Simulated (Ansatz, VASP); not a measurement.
Given: the input of a run of VASP 6.6.1 on Gd.

Contents of INCAR:

```
  PREC = Accurate
  ENCUT = 520
  EDIFF = 1E-7
  ISMEAR = -1
  SIGMA = 0.05
  LREAL = F
  LASPH = T
  NELM = 120
  ALGO = Normal
  ISIF = 2
  LWAVE = F
  LCHARG = T
  ISPIN = 2
  MAGMOM = 7
  LORBIT = 11
  LMAXMIX = 6
  GGA = PE
  LELF = T
  LVHAR = T
  NBANDS = 19
```

File KPOINTS:

```
regular mesh
0
Gamma
  9 9 9
```

POSCAR

```
Gd
1.0
   -0.0088500000      2.5362520000      2.5700340000
    2.5555900000     -0.0297780000      2.5909620000
    2.5831590000      2.5847490000     -0.0573470000
Gd
1
Direct
   -0.0062350000     -0.0127700000      0.0166850000
```

Potentials or basis: VASP PAW PBE potentials, release 64 (Gd).

The run is started by

```sh
$ cat potpaw_PBE.64/Gd/POTCAR > POTCAR
$ mpirun -np 1 vasp_std > vasp.out
```

**Question.** Set up the same calculation for Ansatz 0.2.0. Potentials there: Ansatz PAW.

**Answer.** As run (the cutoff follows the program's own potentials):

input.yaml

```yaml
crystal:
  lattice:
    - [-0.00885, 2.536252, 2.570034]
    - [2.55559, -0.029778, 2.590962]
    - [2.583159, 2.584749, -0.057347]
  atoms:
    - { symbol: Gd, position: [-0.006235, -0.01277, 0.016685], spin: 7.0 }
hamiltonian:
  xc: pbe
  pseudopotentials: { kind: paw }
magnetization:
  spin_polarized: true
kpoints:
  mp_grid: { grid: [9, 9, 9] }
scf:
  occupations: { method: fermi_dirac, width: 0.05 }
output:
  forces: true
  stress: true
  eigenvalues: true
```

Potentials or basis: Ansatz PAW.

Launch:

```console
$ ansatz run input.yaml --threads 2 --pin off --max-ram 5120MiB --backend cpu --events-out ev --progress --plain --runs-dir out
```

Both were run:

|  | VASP | Ansatz | Ansatz less VASP |
| --- | --- | --- | --- |
| gap on the k mesh at the Fermi level (eV) | none | none | - |
| pressure (GPa) | -1.3 | -1.3 | +0.02 |
| largest component of the traceless stress (GPa) | 0.71 | 0.72 | +0.004 |
| net moment per atom (μB) | 7.58 | 7.58 | -0.005 |
| size of the moment on the site where the two differ most (μB) | 6.96 | 7.31 | +0.344 |

Site moments also hang on the region over which each program counts them. A gap of «none» marks a metal or a gap that the smearing closes. With one functional, cell and mesh, what is left measures potentials, basis and numerics.

Caveats: spin-orbit coupling is left out, which moves the levels of the heavy elements. The state reached can hang on the start; a lower one may exist.
